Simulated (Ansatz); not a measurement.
Ge: do energies and stresses tell the same story?

All numbers below come from Ansatz 0.2.0, DFT r2SCAN, scalar-relativistic, plane waves, PAW.

Settings: cutoff 500 eV, Γ-centred mesh 12×12×6 on the computed 4-atom cell, Gaussian smearing of 0.01 eV; no spin polarisation.

Relaxed cell: P6_3/mmc, a = 3.996 Å, b = 3.996 Å, c = 6.603 Å, α = 90.00°, β = 90.00°, γ = 120.00°, 4 atoms in the primitive cell. This form isn't the element's structure at ambient conditions.

Energies at zero smearing and pressures from the stress tensor, at volumes with shape and atoms relaxed:
```
V (Å³/atom) E − E(first) (meV/atom) P (GPa)
     20.084                     0.00    12.28
     20.769                   -43.91     8.38
     21.453                   -72.51     5.10
     22.138                   -88.20     2.33
     22.823                   -93.02    -0.01
     23.507                   -88.68    -1.94
     24.192                   -76.83    -3.57
     25.105                   -51.15    -5.37
```

**Question.** Check P = −dE/dV between neighbouring volumes, and get the bulk modulus from the pressures alone.

**Answer.** With 1 eV/Å³ = 160.2 GPa:
```csv
middle V (Å³/atom),−ΔE/ΔV (GPa),mean P (GPa)
20.426,10.275,10.330
21.111,6.692,6.738
21.796,3.671,3.711
22.480,1.128,1.160
23.165,-1.015,-0.973
23.850,-2.773,-2.757
24.649,-4.506,-4.471
```

The two differ by 0.06 GPa at most. The mean of two end pressures misses the average over a step by about ΔV² P″/12, up to 0.05 GPa here; with that taken off 0.02 GPa remains. Around V = 22.823 Å³/atom, the two neighbours give B = −V ΔP/ΔV = 22.823 × 4.27 / 1.369 = 71.1 GPa, against B0 = 70.7 GPa from the Birch–Murnaghan fit of the energies.